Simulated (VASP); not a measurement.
The system is HfS2.

```
CELL_PARAMETERS angstrom
3.63966 0.00000 0.00000
-1.81983 3.15204 0.00000
0.00000 0.00000 6.05556
ATOMIC_POSITIONS crystal
Hf 0.00000 0.00000 0.00000
S 0.66667 0.33333 0.76395
S 0.33333 0.66667 0.23605
```

The cell is a database's computed one.

| Item | Value |
| --- | --- |
| Program | VASP 6.6.1 |
| Task | relaxation of cell and atoms |
| Functional | PBEsol |
| Potentials or basis | VASP PAW PBE potentials, release 64 (Hf_pv, S) |
| Cutoff | 600 eV |
| k mesh | 9 × 9 × 5 |
| Occupations | gaussian, width 0.03 eV |
| Spin | no spin polarisation |

At the start: pressure -1.9 GPa; volume 23.16 Å³/atom.

**Question.** How do energy, volume and symmetry change on relaxing?

**Answer.** Over 13 steps the energy falls by 5.2 meV/atom and the volume is 22.12 Å³/atom (-4.5 %); space group P-3m1 (No. 164, to 0.05 Å).

The path:
| step | energy change (eV) | largest force (eV/Å) | pressure (GPa) | volume (Å³) |
| --- | --- | --- | --- | --- |
| 1 | 0.0000 | 0.0666 | -1.91 | 69.47 |
| 2 | 0.0004 | 0.4345 | 2.44 | 66.73 |
| 3 | -0.0102 | 0.1752 | 0.17 | 68.09 |
| 4 | -0.0136 | 0.0727 | 0.02 | 67.96 |
| 5 | -0.0140 | 0.0229 | -0.05 | 67.90 |
| 6 | -0.0141 | 0.0238 | -0.05 | 67.83 |
| 7 | -0.0144 | 0.0267 | 0.00 | 67.63 |
| 8 | -0.0149 | 0.0324 | 0.09 | 67.23 |
| 9 | -0.0155 | 0.0431 | 0.28 | 66.42 |
| 10 | -0.0155 | 0.0361 | 0.23 | 66.41 |
| 11 | -0.0157 | 0.0128 | 0.08 | 66.38 |
| 12 | -0.0156 | 0.0314 | -0.21 | 66.33 |
| 13 | -0.0157 | 0.0024 | -0.02 | 66.36 |

Final structure:
```
CELL_PARAMETERS angstrom
3.58794 0.00000 0.00000
-1.79397 3.10725 0.00000
0.00000 0.00000 5.95268
ATOMIC_POSITIONS crystal
Hf 0.00000 0.00000 0.00000
S 0.66667 0.33333 0.75685
S 0.33333 0.66667 0.24315
```

Caveat: the PAW data sets were made with another functional, which shifts forces and pressure a little; this functional lacks dispersion, which binds the layers, so the pressure and a relaxed spacing across them are unreliable.
